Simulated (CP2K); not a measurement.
Crystal: As.

```xyz
2
Lattice="4.5664 0.0000 0.0000 -2.2832 3.9546 0.0000 0.0000 0.0000 2.8337" Properties=species:S:1:pos:R:3 pbc="T T T"
As    0.0000    2.6364    0.0000
As    2.2832    1.3182    0.0000
```

The cell was built by a generator and needn't be a form met in nature.

Base run:

```yaml
Program: CP2K 2026.2
Functional: RPBE
Potentials_or_basis: POTENTIAL_UZH As GTH-PBE-q5; TZVP-MOLOPT-PBE-GTH basis
Density_cutoff: 9184 eV
k_mesh: 7 × 7 × 9
Occupations: fermi-dirac, width 0.05 eV
Spin: no spin polarisation
```

Its results: band gap on the k mesh none (metal or under the smearing width); pressure 0.9 GPa.

Problem. The run is repeated on the same cell with these changes: functional from RPBE to PBEsol. What comes out?

Solution. Band gap on the k mesh none (metal or under the smearing width); pressure -1.3 GPa.

PBEsol binds more tightly than RPBE, so the same cell stands under less pressure.

Caveats: the potentials were made for another functional, which shifts forces and pressure; the basis of atomic orbitals isn't converged, which shifts pressures, moduli and gaps.

Not every run made on this cell is shown here.
